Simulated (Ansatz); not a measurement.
Input and command of a plane-wave DFT calculation in Ansatz:

```yaml
crystal:
  lattice:
    - [3.6246970237, 0.0, 0.0]
    - [0.0, -3.6246970237, 0.0]
    - [0.0, 0.0, -3.6246970237]
  atoms:
    - { symbol: B, position: [0.0, 0.0, 0.0] }
    - { symbol: B, position: [0.5, 0.5, 0.0] }
    - { symbol: B, position: [0.5, 0.0, 0.5] }
    - { symbol: B, position: [0.0, 0.5, 0.5] }
    - { symbol: "N", position: [0.75, 0.7465514359, 0.75] }
    - { symbol: "N", position: [0.25, 0.25, 0.75] }
    - { symbol: "N", position: [0.25, 0.75, 0.25] }
    - { symbol: "N", position: [0.75, 0.25, 0.25] }
basis:
  ecutwfc: 420
kpoints:
  mp_grid: { grid: [6, 6, 6] }
hamiltonian:
  xc: pbe
scf:
  occupations: { method: gaussian, width: 0.05 }
output:
  forces: true
  stress: true
  eigenvalues: true
```

```bash
ansatz run input.yaml --threads 1 --pin off --max-ram 2560MiB --backend cpu --events-out ev --progress --plain --runs-dir out
```

Processor: Arm Neoverse V2, 1 thread, on a host shared with other jobs.

Q: How long does it run, and how much memory does it take?

A: About 5.3 s on 1 thread of Arm Neoverse V2, on a shared host, peak memory 0.33 GiB. It solves 24 bands at 52 k points (the mesh reduced by the symmetry that the task leaves, which can be less than the crystal's) with about 925 plane waves, in 6 SCF iterations.
